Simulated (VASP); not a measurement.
# Cd (R-3m) in VASP: single point with PBEsol

Aim: the single point of Cd with PBEsol.

All numbers are computed with VASP 6.6.1; they aren't measurements. Logs are shortened: lines on timing, memory, paths and dates and some standing lists are left out, and cuts for length are marked.

### 1 The structure

It takes space group R-3m (No. 166, trigonal). The conventional cell has a = 3.216 Å, b = 3.216 Å, c = 7.348 Å, α = 90.00°, β = 90.00°, γ = 120.00°. Cd (site symmetry -3m) has 12 Cd at 3.07 to 3.22 Å as nearest neighbours.

This isn't the form of Cd at room conditions, which is hcp.

### 2 Single point, PBEsol

Input file INCAR:

```
SYSTEM = Cd
PREC     = Accurate       ! precision mode
ENCUT    = 520            ! plane-wave cutoff, eV
EDIFF    = 1E-6           ! SCF threshold, eV
ISMEAR   = 0              ! smearing method
SIGMA    = 0.1            ! smearing width, eV
LREAL    = .False.        ! projectors in reciprocal space
LASPH    = .True.         ! aspherical terms in the spheres
NELM     = 80             ! most SCF steps
ALGO     = Normal         ! electronic algorithm
ISIF     = 2              ! what is computed and relaxed
LWAVE    = .False.        ! write WAVECAR
LCHARG   = .False.        ! write CHGCAR
GGA      = PS             ! functional
NBANDS   = 12             ! bands
```

Input file KPOINTS:

```
regular mesh
0
Gamma
  9 9 9
  0 0 0
```

Input file POSCAR:

```
Cd
1.0
    1.6080291515      0.9283960635      2.4492874100
   -1.6080291515      0.9283960635      2.4492874100
    0.0000000000     -1.8567921270      2.4492874100
Cd
1
Direct
    0.0000000000      0.0000000000      0.0000000000
```

Potentials or basis: VASP PAW PBE potentials, release 64 (Cd).

On the command line:

```sh
cat potpaw_PBE.64/Cd/POTCAR > POTCAR
mpirun -np 1 vasp_std > vasp.out
```

OUTCAR:

```text
SYSTEM = Cd
   PREC = Accurate
   ENCUT = 520
   EDIFF = 1E-6
   ISMEAR = 0
   LREAL = .False.
   LASPH = .True.
   NELM = 80
   ISIF = 2
   GGA = PS

 ion  position               nearest neighbor table
   1  0.000  0.000  0.000-

  LATTYP: Found a trigonal (rhomboedric) cell.
 ALAT       =     3.0735461310
 COS(alpha) =     0.4525576903

  Lattice vectors:

 A1 = (   1.6080291515,   0.9283960635,   2.4492874100)
 A2 = (  -1.6080291515,   0.9283960635,   2.4492874100)
 A3 = (   0.0000000000,  -1.8567921270,   2.4492874100)

Analysis of symmetry for initial positions (statically):
=====================================================================
 Subroutine PRICEL returns:
 Original cell was already a primitive cell.

 Routine SETGRP: Setting up the symmetry group for a
 trigonal (rhombohedral) supercell.

 Subroutine GETGRP returns: Found 12 space group operations
 (whereof 12 operations were pure point group operations)
 out of a pool of 12 trial point group operations.

The static configuration has the point symmetry D_3d.

Analysis of symmetry for dynamics (positions and initial velocities):
=====================================================================
 Subroutine PRICEL returns:
 Original cell was already a primitive cell.

 Routine SETGRP: Setting up the symmetry group for a
 trigonal (rhombohedral) supercell.

 Subroutine GETGRP returns: Found 12 space group operations
 (whereof 12 operations were pure point group operations)
 out of a pool of 12 trial point group operations.

The dynamic configuration has the point symmetry D_3d.

 Subroutine INISYM returns: Found 12 space group operations
 (whereof 12 operations are pure point group operations),
 and found     1 'primitive' translations

----------------------------------------------------------------------------------------

                                     Primitive cell

  volume of cell :      21.9391

  direct lattice vectors                    reciprocal lattice vectors
     1.608029152  0.928396064  2.449287410     0.310939637  0.179521083  0.136094005
    -1.608029152  0.928396064  2.449287410    -0.310939637  0.179521083  0.136094005
     0.000000000 -1.856792127  2.449287410     0.000000000 -0.359042166  0.136094005

  length of vectors
     3.073546131  3.073546131  3.073546131     0.383969862  0.383969862  0.383969862

  position of ions in fractional coordinates (direct lattice)
     0.000000000  0.000000000  0.000000000

  ion indices of the primitive-cell ions
   primitive index   ion index
                 1           1

----------------------------------------------------------------------------------------

 KPOINTS: regular mesh

Automatic generation of k-mesh.
 Grid dimensions read from file:
 generate k-points for:    9    9    9

 Generating k-lattice:

  Cartesian coordinates                     Fractional coordinates (reciprocal lattice)
     0.034548849  0.019946787  0.015121556     0.111111111  0.000000000  0.000000000
    -0.034548849  0.019946787  0.015121556     0.000000000  0.111111111  0.000000000
     0.000000000 -0.039893574  0.015121556     0.000000000  0.000000000  0.111111111

  Length of vectors
     0.042663318  0.042663318  0.042663318

  Shift w.r.t. Gamma in fractional coordinates (k-lattice)
     0.000000000  0.000000000  0.000000000

 Subroutine IBZKPT returns following result:
 ===========================================

 Found     85 irreducible k-points:

 Following reciprocal coordinates:
            Coordinates               Weight
  0.000000  0.000000  0.000000      1.000000
  0.111111 -0.000000  0.000000      6.000000
  0.222222 -0.000000  0.000000      6.000000
  0.333333 -0.000000  0.000000      6.000000
  0.444444 -0.000000  0.000000      6.000000
  0.111111  0.111111  0.000000      6.000000
[... 16 lines left out ...]
 -0.333333  0.333333  0.000000      6.000000
  0.444444  0.444444  0.000000      6.000000
 [... further k-points ...]
   k-points           NKPTS =     85   k-points in BZ     NKDIM =     85   number of bands    NBANDS=     12
   number of dos      NEDOS =    301   number of ions     NIONS =      1
   total plane-waves  NPLWV =  13824
   dimension x,y,z NGX =    24 NGY =   24 NGZ =   24
   dimension x,y,z NGXF=    48 NGYF=   48 NGZF=   48
   ions per type =               1
   NGX,Y,Z   is equivalent  to a cutoff of  12.98, 12.98, 12.98 a.u.
   NGXF,Y,Z  is equivalent  to a cutoff of  25.96, 25.96, 25.96 a.u.
 SYSTEM =  Cd
   PREC   = accura    normal or accurate (medium, high low for compatibility)
   ISTART =      0    job   : 0-new  1-cont  2-samecut
   ICHARG =      2    charge: 1-file 2-atom 10-const
   ISPIN  =      1    spin polarized calculation?
   LNONCOLLINEAR =      F non collinear calculations
   LSORBIT =      F    spin-orbit coupling
   LASPH  =      T    aspherical Exc in radial PAW
   ENCUT  =  520.0 eV  38.22 Ry    6.18 a.u.   5.71  5.71  5.71*2*pi/ulx,y,z
   NELM   =     80;   NELMIN=  2; NELMDL= -5     # of ELM steps
   EDIFF  = 0.1E-05   stopping-criterion for ELM
   LREAL  =      F    real-space projection
   EDIFFG = 0.1E-04   stopping-criterion for IOM
   NSW    =      0    number of steps for IOM
   IBRION =     -1    ionic relax: 0-MD 1-quasi-New 2-CG
   NFREE  =      0    steps in history (QN), initial steepest desc. (CG)
   ISIF   =      2    stress and relaxation
   ISYM   =      2    0-nonsym 1-usesym 2-fastsym
   POTIM  = 0.5000    time-step for ionic-motion
   TEBEG  =    0.0;   TEEND  =   0.0 temperature during run
   PSTRESS=    0.0 pullay stress
   NELECT =      12.0000    total number of electrons
   NUPDOWN=      -1.0000    fix difference up-down
   EMIN   =  10.00;   EMAX   =-10.00  energy-range for DOS
   EFERMI =   0.00;   METHOD = LEGACY
   ISMEAR =     0;   SIGMA  =   0.10  broadening in eV -4-tet -1-fermi 0-gaus
   EFERMI_NEDOS =   21; number of points for ismear=-14 and -15
   IALGO  =     38    algorithm
   IMIX   =      4    mixing-type and parameters
     AMIX     =   0.40;   BMIX     =  1.00
     AMIX_MAG =   1.60;   BMIX_MAG =  1.00
  volume/ion in A,a.u.               =      21.94       148.05
  Fermi-wavevector in a.u.,A,eV,Ry     =   1.338842  2.530044 24.388398  1.792497
  Thomas-Fermi vector in A             =   2.467280
   LORBIT       =      0    0 simple, 1 ext, 2 COOP (PROOUT), +10 PAW based schemes
   GGA     = PS    functional components
   LHFCALC =     F    Hartree Fock is set to
   AEXX    =    0.0000 exact exchange contribution
   IVDW    =     0    specifies the selected vdW correction
   LEPSILON=     F    determine dielectric tensor
   LRPA    =     F    only Hartree local field effects (RPA)
 non-spin polarized calculation
 Gauss-broadening in eV      SIGMA  =   0.10
  energy-cutoff  :      520.00
  volume of cell :       21.94
 maximum number of plane-waves:       604
   NGX = 11   NGY = 11   NGZ = 11

 number of electron      11.9999997 magnetization

 Free energy of the ion-electron system (eV)
  ---------------------------------------------------
  ext. energy  EPLUGINS =         0.00000000
  ---------------------------------------------------
  free energy    TOTEN  =        -1.18017790 eV

  energy without entropy =       -1.17911301  energy(sigma->0) =       -1.17964546

 E-fermi :   2.6474     XC(G=0): -11.1322

 val. band max:        2.5956878801   @ k =  -0.3333   0.2222   0.2222
 cond. band min:       2.7467817942   @ k =  -0.3333   0.4444   0.3333
 fundamental gap:      0.1510939141
 Fermi energy:         2.6474022338

 k-point     1 :       0.0000    0.0000    0.0000
  band No.  band energies     occupation
      1      -6.5338      2.00000
      2      -6.5338      2.00000
      3      -6.3356      2.00000
      4      -6.1295      2.00000
      5      -5.9661      2.00000
      6      -5.9661      2.00000
      7      16.0913      0.00000
      8      16.7304      0.00000
      9      16.7304      0.00000
     10      19.5716      0.00000
     11      20.2413      0.00000
     12      20.2413      0.00000

 k-point     2 :       0.1111   -0.0000    0.0000
  band No.  band energies     occupation
      1      -6.5579      2.00000
      2      -6.5059      2.00000
      3      -6.2839      2.00000
      4      -5.9739      2.00000
      5      -5.9705      2.00000
      6      -5.8164      2.00000
      7      13.5253      0.00000
      8      16.2362      0.00000
      9      16.4267      0.00000
     10      18.9813      0.00000
     11      20.9041      0.00000
     12      20.9378      0.00000

 k-point     3 :       0.2222   -0.0000    0.0000
  band No.  band energies     occupation
      1      -6.6852      2.00000
      2      -6.4776      2.00000
      3      -6.2172      2.00000
      4      -5.9341      2.00000
      5      -5.9150      2.00000
      6      -4.8096      2.00000
      7       9.4069      0.00000
      8      15.8755      0.00000
      9      15.9964      0.00000
     10      18.1023      0.00000
     11      20.7223      0.00000
     12      21.0450      0.00000

 k-point     4 :       0.3333   -0.0000    0.0000
  band No.  band energies     occupation
      1      -6.8408      2.00000
      2      -6.5123      2.00000
      3      -6.2475      2.00000
      4      -5.8171      2.00000
      5      -5.7326      2.00000
      6      -3.1306      2.00000
      7       5.5536      0.00000
      8      15.3887      0.00000
      9      15.5510      0.00000
     10      17.2158      0.00000
     11      19.6898      0.00000
     12      20.0753      0.00000

 k-point     5 :       0.4444   -0.0000    0.0000
  band No.  band energies     occupation
      1      -6.9414      2.00000
      2      -6.5572      2.00000
      3      -6.2870      2.00000
      4      -5.7131      2.00000
      5      -5.5877      2.00000
      6      -0.8505      2.00000
      7       2.1685      2.00000
      8      15.0927      0.00000
      9      15.2022      0.00000
     10      16.6720      0.00000
     11      18.9660      0.00000
     12      19.4849      0.00000
[... 228 lines left out ...]
      1      -6.9907      2.00000
      2      -6.8105      2.00000
      3      -5.7889      2.00000
      4      -5.7481      2.00000
      5      -5.5807      2.00000
      6      -0.4636      2.00000
      7       6.9416      0.00000
      8       7.9137      0.00000
      9      10.9644      0.00000
     10      14.6773      0.00000
     11      15.1785      0.00000
     12      26.6004      0.00000

 k-point    22 :      -0.4444    0.3333    0.0000
  band No.  band energies     occupation
      1      -6.9555      2.00000
      2      -6.6826      2.00000
      3      -5.9009      2.00000
      4      -5.8254      2.00000
      5      -5.5952      2.00000
      6       1.8119      2.00000
      7       4.1271      0.00000
      8       6.1173      0.00000
      9      11.3421      0.00000
     10      14.7579      0.00000
     11      18.4831      0.00000
     12      25.4126      0.00000

 k-point    23 :      -0.3333    0.3333    0.0000
  band No.  band energies     occupation
      1      -6.8446      2.00000
      2      -6.4244      2.00000
      3      -6.1473      2.00000
      4      -5.9122      2.00000
      5      -5.7245      2.00000
      6       1.5448      2.00000
      7       4.3588      0.00000
      8       5.3525      0.00000
      9      12.4717      0.00000
     10      15.1210      0.00000
     11      22.3374      0.00000
     12      24.2723      0.00000

 k-point    24 :       0.4444    0.4444    0.0000
  band No.  band energies     occupation
      1      -7.0778      2.00000
      2      -6.9726      2.00000
      3      -5.6755      2.00000
      4      -5.5560      2.00000
      5      -5.5158      2.00000
      6       0.7781      2.00000
      7       5.1993      0.00000
      8       8.7832      0.00000
      9      10.2944      0.00000
     10      12.9727      0.00000
     11      14.4915      0.00000
     12      28.8670      0.00000

 [... further k-points ...]
[... 5 lines left out ...]
  --------------------------------------------------------------------------------------
  -------------------------------------------------------------------------------------
  Total       -0.2079957     -0.2079957     -0.2750623      0.0000000     -0.0000000      0.0000000
  in kB      -15.1896108    -15.1896108    -20.0873853      0.0000000     -0.0000000      0.0000000
  external PRESSURE =     -16.8222023 kB  Pullay stress =       0.0000000 kB

 VOLUME and BASIS-vectors are now :
 -----------------------------------------------------------------------------
  energy-cutoff  :      520.00
  volume of cell :       21.94
      direct lattice vectors                 reciprocal lattice vectors
     1.608029152  0.928396064  2.449287410     0.310939637  0.179521083  0.136094005
    -1.608029152  0.928396064  2.449287410    -0.310939637  0.179521083  0.136094005
     0.000000000 -1.856792127  2.449287410     0.000000000 -0.359042166  0.136094005

 POSITION                                       TOTAL-FORCE (eV/Angst)
 -----------------------------------------------------------------------------------
      0.00000      0.00000      0.00000        -0.000000      0.000000      0.000000
 -----------------------------------------------------------------------------------
    total drift:                                0.000000     -0.000000      0.000000

  FREE ENERGIE OF THE ION-ELECTRON SYSTEM (eV)
  ---------------------------------------------------
  free  energy   TOTEN  =        -1.1801779028 eV

  energy  without entropy=       -1.1791130134  energy(sigma->0) =       -1.17964546
```

Run time: 19 s. Hardware: 1 thread of Intel Xeon Platinum 8375C at 2.90GHz (Ice Lake), shared host; peak memory 0.15 GiB.

Results:

| Item | Value |
| --- | --- |
| Free energy | -1.1802 eV |
| Pressure | -1.7 GPa |
| Band gap on the k mesh | none (metal or under the smearing width) |

Stress tensor (GPa, compression positive):
```
-1.52  0.00  0.00
 0.00 -1.52  0.00
 0.00  0.00 -2.01
```

Caveat: the PAW data sets were made with another functional, which shifts forces and pressure a little.
